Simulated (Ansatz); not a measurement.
**CdS: stress in a strained cell**

Aim: deform CdS (equal xy, yz and zx engineering shear strains of +3 %) and compute stress, forces and field gradients with LAPW, PAW and all-electron datasets made for the crystal.

Method: DFT PBE, scalar-relativistic, in Ansatz 0.2.0.

## 1. The starting structure

The structure is cubic, space group F-43m (No. 216). Conventional cell: a = 5.886 Å, b = 5.886 Å, c = 5.886 Å, α = 90.00°, β = 90.00°, γ = 90.00°. Cd (site symmetry -43m) is surrounded by 4 S at 2.55 Å. Around S (site symmetry -43m) lie 4 Cd at 2.55 Å.

Structure file:

```xyz
2
Lattice="0.0000 2.9430 2.9430 2.9430 0.0000 2.9430 2.9430 2.9430 0.0000" Properties=species:S:1:pos:R:3 pbc="T T T"
Cd    0.0000    0.0000    0.0000
S     4.4144    4.4144    4.4144
```

Atoms are numbered in the order of the input: Cd1, S2.

## 2. After the deformation

Space group F-43m before, R3m after.

## 3. Full-potential LAPW

Input file input.yaml:

```yaml
crystal:
  lattice:
    - [0.088288604, 2.9870977669, 2.9870977669]
    - [2.9870977669, 0.088288604, 2.9870977669]
    - [2.9870977669, 2.9870977669, 0.088288604]
  atoms:
    - { symbol: Cd, position: [0.0, 0.0, 0.0] }
    - { symbol: S, position: [0.75, 0.75, 0.75] }
kpoints:
  mp_grid: { grid: [7, 7, 7] }
  band_path:
    path:
      - [0.0, 0.0, 0.0]
      - [-0.5, -0.5, -0.5]
      - [-0.5, -0.2428775097, -0.7571224903]
      - [-0.2428775097, 0.2428775097, -0.5]
      - [0.0, 0.0, -0.5]
      - [0.0, 0.0, 0.0]
      - [0.0, 0.3714387548, -0.3714387548]
      - [-0.3714387548, 0.0, -0.6285612452]
      - [-0.5, 0.0, -0.5]
    npoints: 5
scf:
  occupations: { method: fermi_dirac, width: 0.02 }
hamiltonian:
  xc: pbe
  pseudopotentials: { kind: all_electron, lapw: { basis_error: 0.0005 } }
output:
  forces: true
  stress: true
  eigenvalues: true
```

Run with:

```
$ ansatz run input.yaml --threads 1 --pin off --max-ram 3072MiB --backend cpu --events-out ev --progress --plain --runs-dir out
```

## 4. Frozen-core PAW

Input file input.yaml:

```yaml
crystal:
  lattice:
    - [0.088288604, 2.9870977669, 2.9870977669]
    - [2.9870977669, 0.088288604, 2.9870977669]
    - [2.9870977669, 2.9870977669, 0.088288604]
  atoms:
    - { symbol: Cd, position: [0.0, 0.0, 0.0] }
    - { symbol: S, position: [0.75, 0.75, 0.75] }
kpoints:
  mp_grid: { grid: [7, 7, 7] }
scf:
  occupations: { method: fermi_dirac, width: 0.02 }
hamiltonian:
  xc: pbe
  pseudopotentials: { kind: paw }
output:
  forces: true
  stress: true
  eigenvalues: true
  efg: { contact_densities: true }
```

## 5. All-electron PAW on datasets made for the crystal

input.yaml: that of step 4 with these lines changed.

```diff
@@ -14,3 +14,3 @@
   xc: pbe
-  pseudopotentials: { kind: paw }
+  pseudopotentials: { kind: all_electron, datasets: crystal }
 output:
```

(Steps that only read results are left out.)

**Question.** What will these runs give? Wanted: pressure; largest shear or deviatoric stress.

As calculated:

```
                                 quantity                                           value
                                 pressure  LAPW 1.42, PAW 1.38, crystal datasets 1.41 GPa
largest shear or deviatoric stress (LAPW)                                        1.37 GPa
```

**Reading.** The largest part of the stress beyond the pressure is 1.37 GPa in size; the atoms are carried along and not relaxed. No run of the undeformed cell stands beside it, so the pressure holds what the given cell had before the change. PAW: stress within 0.03 GPa of LAPW, forces within 1 meV/Å. Crystal datasets: stress within 0.01 GPa of LAPW, forces within 1 meV/Å.
